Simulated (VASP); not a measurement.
# Ti (P3_121) in VASP: a series of runs, part 2 of 2

VASP 6.6.1.

**3. Relaxation of cell and atoms, PBEsol**

This run uses another cell than the first one, of 17.36 Å³/atom, 1.046 times its volume.

INCAR reads:

```
SYSTEM = Ti
  PREC = Accurate
  ENCUT = 600
  EDIFF = 1E-6
  ISMEAR = 0
  SIGMA = 0.1
  LREAL = .False.
  LASPH = .True.
  NELM = 100
  ALGO = Normal
  ISIF = 3
  LWAVE = .False.
  LCHARG = .False.
  GGA = PS
  IBRION = 2
  NSW = 90
  EDIFFG = -0.04
```

KPOINTS reads:

```
regular mesh
0
Gamma
  6 6 4
  0 0 0
```

POSCAR reads:

```
Ti
1.0
    3.7564926717      0.0000000000      0.0000000000
   -1.8782463359      3.2532180829      0.0000000000
    0.0000000000      0.0000000000      4.2618666842
Ti
3
Direct
    0.2254000000      0.0000000000      0.3333333333
    0.0000000000      0.2254000000      0.6666666667
    0.7746000000      0.7746000000      0.0000000000
```

Potentials or basis: VASP PAW PBE potentials, release 64 (Ti_sv).

Command:

```
> cat potpaw_PBE.64/Ti_sv/POTCAR > POTCAR
> mpirun -np 1 vasp_std > vasp.out
```

It took 10 min on 1 thread of AMD EPYC 9R14 (Zen 4), shared host; peak memory 0.17 GiB.

It converged, with:

```
Free energy                            : -24.9450 eV
Relaxed volume                         : 15.89 Å³/atom
Relaxed cell                           : a = 4.830 Å, b = 4.830 Å, c = 2.359 Å, α = 90.00°, β = 90.00°, γ = 120.00°
Space group after relaxing (to 0.05 Å) : R-3m (No. 166)
Energy gained by relaxing              : 1415.9 meV/atom
Ionic steps                            : 31
Pressure after relaxing                : -0.1 GPa
Band gap on the k mesh                 : none (metal or under the smearing width)
```

Step by step:
```
step  energy change (eV)  largest force (eV/Å)  pressure (GPa)  volume (Å³)
   1              0.0000                2.5309            3.28        52.08
   2             -0.7986                2.2326           -1.88        54.80
   3             -1.4009                0.2255          -12.04        63.53
   4             -1.6091                0.1212          -10.46        60.90
   5             -1.9777                0.4282           -2.23        53.25
   6             -1.9812                0.4851           -1.32        52.68
   7             -2.2727                0.5366            0.60        51.12
   8             -3.2887                0.3901            9.70        45.58
   9              1.9608                1.0862          155.04        30.45
  10             -3.3882                0.3141           12.80        44.63
  11             -2.7564                0.0362           43.75        38.14
  12             -3.4329                0.1624           23.95        41.78
  13             -3.4715                0.2183           20.80        42.48
  14             -3.5293                0.1683           20.44        42.59
  15             -3.6499                0.0363           20.71        42.86
  16             -3.7210                0.0937           19.42        43.09
  17             -3.7064                0.9850           19.65        42.26
  18             -3.7410                0.2193           18.62        43.08
  19             -3.9612                0.7038           16.44        42.83
  20             -3.9262                0.8780           16.94        42.59
  21             -3.9572                0.8178           16.51        42.69
  22             -4.0981                0.6322           10.67        44.17
  23             -4.2299                0.3261            0.89        47.37
  24             -4.2326                0.2888           -0.33        47.87
  25             -4.2326                0.2809           -0.56        47.97
  26             -4.2360                0.2481           -0.53        47.92
  27             -4.2435                0.1518           -0.30        47.75
  28             -4.2460                0.0196            0.40        47.41
  29             -4.2470                0.0354            0.19        47.53
  30             -4.2476                0.0185            0.08        47.59
  31             -4.2478                0.0019           -0.07        47.66
```

Final structure:
```
Ti
1.0
     4.83020    0.00000    0.00000
    -2.41510    4.18308    0.00000
     0.00000    0.00000    2.35870
Ti
3
Direct
  0.33339 0.00000 0.33333
  0.00000 0.33339 0.66667
  0.66661 0.66661 0.00000
```

Levels at points of the mesh, in eV from the Fermi level:
```tsv
k point	band 15	band 16	band 17	band 18	band 19	band 20	band 21	band 22
(0.00, 0.00, 0.00)	-1.53	-0.86	-0.86	-0.86	-0.86	-0.62	1.21	1.21
(0.50, 0.00, 0.00)	-2.65	-1.12	-0.85	-0.85	-0.32	-0.32	0.53	2.94
(0.00, 0.00, 0.50)	-0.83	-0.83	-0.83	-0.83	-0.20	-0.20	2.90	2.90
(0.50, 0.00, 0.50)	-1.64	-1.29	-1.29	-0.34	1.27	1.28	2.71	2.86
```

Caveat: the k mesh is coarse (spacing up to 0.37 Å⁻¹), so the values aren't converged; the PAW data sets were made with another functional, which shifts forces and pressure a little.

**4. Single point, PBEsol**

INCAR reads:

```
ALGO     = Fast           # electronic algorithm
EDIFF    = 1E-7           # SCF threshold, eV
ENCUT    = 520            # plane-wave cutoff, eV
GGA      = PS             # functional
ISIF     = 2              # what is computed and relaxed
ISMEAR   = 0              # smearing method
LASPH    = True           # aspherical terms in the spheres
LCHARG   = True           # write CHGCAR
LELF     = True           # ELF
LREAL    = False          # projectors in reciprocal space
LVHAR    = True         
LWAVE    = False          # write WAVECAR
NBANDS   = 12             # bands
NELM     = 100            # most SCF steps
PREC     = Accurate       # precision mode
SIGMA    = 0.1            # smearing width, eV
```

KPOINTS reads:

```
k-points
0
Gamma
  24 24 24
```

POSCAR reads:

```
Ti
1.0
   -1.6048370285      1.6048370285      1.6048370285
    1.6048370285     -1.6048370285      1.6048370285
    1.6048370285      1.6048370285     -1.6048370285
Ti
1
Direct
    0.0000000000      0.0000000000      0.0000000000
```

Command:

```
> cat potpaw_PBE.64/Ti_sv/POTCAR > POTCAR
> mpirun -np 1 vasp_std > vasp.out
```

It took 2.6 min on 1 thread of AMD EPYC 9R14 (Zen 4), shared host; peak memory 0.17 GiB.

Results (log left out):

```yaml
Free_energy: -8.2411 eV
Pressure: -0.3 GPa
Band_gap_on_the_k_mesh: none (metal or under the smearing width)
```

Levels at points of the mesh, in eV from the Fermi level:
| k point | band 4 | band 5 | band 6 | band 7 | band 8 | band 9 |
| --- | --- | --- | --- | --- | --- | --- |
| (0.00, 0.00, 0.00) | -32.09 | -6.05 | 1.03 | 1.03 | 1.03 | 2.91 |
| (0.50, 0.00, 0.00) | -32.09 | -2.58 | -0.45 | 1.31 | 2.91 | 3.28 |
| (0.50, 0.50, 0.50) | -32.63 | -2.27 | -2.27 | 4.19 | 4.19 | 4.19 |

Caveat: the PAW data sets were made with another functional, which shifts forces and pressure a little.

**5. Relaxation of cell and atoms, PBEsol**

INCAR reads:

```
PREC     = Accurate       # precision mode
ENCUT    = 600            # plane-wave cutoff, eV
EDIFF    = 1E-6           # SCF threshold, eV
ISMEAR   = 0              # smearing method
SIGMA    = 0.1            # smearing width, eV
LREAL    = False          # projectors in reciprocal space
LASPH    = True           # aspherical terms in the spheres
NELM     = 100            # most SCF steps
ALGO     = Fast           # electronic algorithm
ISIF     = 3              # what is computed and relaxed
LWAVE    = False          # write WAVECAR
LCHARG   = False          # write CHGCAR
GGA      = PS             # functional
IBRION   = 2              # ionic algorithm
NSW      = 100            # ionic steps
EDIFFG   = -0.01          # ionic threshold
```

KPOINTS reads:

```
regular mesh
0
Gamma
  24 24 24
```

POSCAR reads:

```
Ti
1.0
   -1.6036513819      1.6036513819      1.6036513819
    1.6036513819     -1.6036513819      1.6036513819
    1.6036513819      1.6036513819     -1.6036513819
Ti
1
Direct
    0.0000000000      0.0000000000      0.0000000000
```

Command:

```
> cat potpaw_PBE.64/Ti_sv/POTCAR > POTCAR
> mpirun -np 1 vasp_std > vasp.out
```

It took 2.1 min on 1 thread of AMD EPYC 9R14 (Zen 4), shared host; peak memory 0.19 GiB.

The run converged. Its results:

```
Free energy             : -8.2410 eV
Pressure after relaxing : 0.0 GPa
Band gap on the k mesh  : none (metal or under the smearing width)
```

Final structure:
```cif
data_structure
_symmetry_space_group_name_H-M 'P 1'
_symmetry_Int_Tables_number 1
_cell_length_a 2.7776
_cell_length_b 2.7776
_cell_length_c 2.7776
_cell_angle_alpha 109.471
_cell_angle_beta 109.471
_cell_angle_gamma 109.471
_cell_volume 16.50
loop_
_atom_site_label
_atom_site_type_symbol
_atom_site_fract_x
_atom_site_fract_y
_atom_site_fract_z
_atom_site_occupancy
Ti1 Ti 0.00000 0.00000 0.00000 1
```

Levels at points of the mesh, in eV from the Fermi level:
```
           k point  band 4  band 5  band 6  band 7  band 8  band 9
(0.00, 0.00, 0.00)  -32.08   -6.06    1.03    1.03    1.03    2.92
(0.50, 0.00, 0.00)  -32.09   -2.59   -0.46    1.32    2.92    3.29
(0.50, 0.50, 0.50)  -32.63   -2.28   -2.28    4.20    4.20    4.20
```

Caveat: the relaxation stopped at its first step, so nothing moved; the PAW data sets were made with another functional, which shifts forces and pressure a little.

**6. Overview**

```csv
task,cell,k mesh,cutoff (eV),mesh quality,gap on the mesh (eV),pressure (GPa)
single point,"P3_121, 16.6 Å³/atom",6 × 6 × 4,520,coarse,none,-0.3
relaxation of cell and atoms,relaxed,6 × 6 × 4,600,coarse,none,-0.1
single point,"Im-3m, 16.53 Å³/atom",24 × 24 × 24,520,not flagged,none,-0.3
relaxation of cell and atoms,relaxed,24 × 24 × 24,600,not flagged,none,0.0
```

Alike in all rows: level PBEsol; potentials or basis VASP PAW PBE potentials, release 64 (Ti_sv); no spin polarisation; smearing gaussian 0.1 eV.

Caveats: some runs use coarse meshes; the PAW data sets were made with another functional, which shifts forces and pressure a little; the relaxation stopped at its first step, so nothing moved (some runs).

Total energies depend on the potentials used, so only differences within one code and one set of settings carry meaning.
